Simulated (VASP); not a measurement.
From an Ansatz input to VASP: KBr (strained rocksalt)

Ansatz input

```yaml
crystal:
  lattice:
    - [0.0, 3.3900876265, 3.2836922682]
    - [3.3900876265, 0.0, 3.2836922682]
    - [3.3900876265, 3.3900876265, 0.0]
  atoms:
    - { symbol: K, position: [0.0, 0.0, 0.0] }
    - { symbol: Br, position: [0.5, 0.5, 0.5] }
kpoints:
  mp_grid: { grid: [6, 6, 6] }
  band_path:
    path:
      - [0.0, 0.0, 0.0]
      - [0.5, 0.0, 0.5]
      - [0.625, 0.25, 0.625]
      - [0.375, 0.375, 0.75]
      - [0.5, 0.5, 0.5]
      - [0.5, 0.25, 0.75]
    npoints: 1
hamiltonian:
  xc: r2scan
scf:
  occupations: { method: fixed }
  n_extra_bands: 4
output:
  forces: true
  stress: true
  eigenvalues: true
```

Task: Which VASP files do the same job?

Result: 

INCAR

```
LREAL = .FALSE.
EDIFF = 1E-7
ALGO = Normal
ENCUT = 520
PREC = Accurate
LWAVE = .FALSE.
LASPH = .TRUE.
ISIF = 2
NSW = 0
NELM = 120
LELF = .TRUE.
LCHARG = .TRUE.
SIGMA = 0.01
METAGGA = R2SCAN
IBRION = -1
ISMEAR = 0
NBANDS = 15
```

KPOINTS

```
KPOINTS created by Atomic Simulation Environment
0
Gamma
6 6 6
0 0 0
```

KPOINTS_OPT

```
special points
6
Reciprocal
0.0000000000 0.0000000000 0.0000000000 1
0.5000000000 0.0000000000 0.5000000000 1
0.6250000000 0.2500000000 0.6250000000 1
0.3750000000 0.3750000000 0.7500000000 1
0.5000000000 0.5000000000 0.5000000000 1
0.5000000000 0.2500000000 0.7500000000 1
```

POSCAR

```
K  Br
 1.0000000000000000
     0.0000000000000000    3.3900876265000002    3.2836922681999998
     3.3900876265000002    0.0000000000000000    3.2836922681999998
     3.3900876265000002    3.3900876265000002    0.0000000000000000
 K   Br
   1   1
Cartesian
  0.0000000000000000  0.0000000000000000  0.0000000000000000
  3.3900876264999997  3.3900876264999997  3.2836922681999998
```

VASP ran with the recommended PBE PAW datasets (16 valence electrons in the cell). Other inputs would serve too.

```json
{"": "gap between bands v and c", "Ansatz": "4.93 eV", "VASP": "4.93 eV"}
{"": "least direct gap", "Ansatz": "4.93 eV", "VASP": "4.93 eV"}
{"": "pressure", "Ansatz": "-0.6 GPa", "VASP": "-0.6 GPa"}
```

The two codes use different PAW datasets and cutoffs. VASP's cell holds 16 valence electrons and Ansatz's 16. Ansatz's stress includes a Pulay correction; VASP's doesn't.
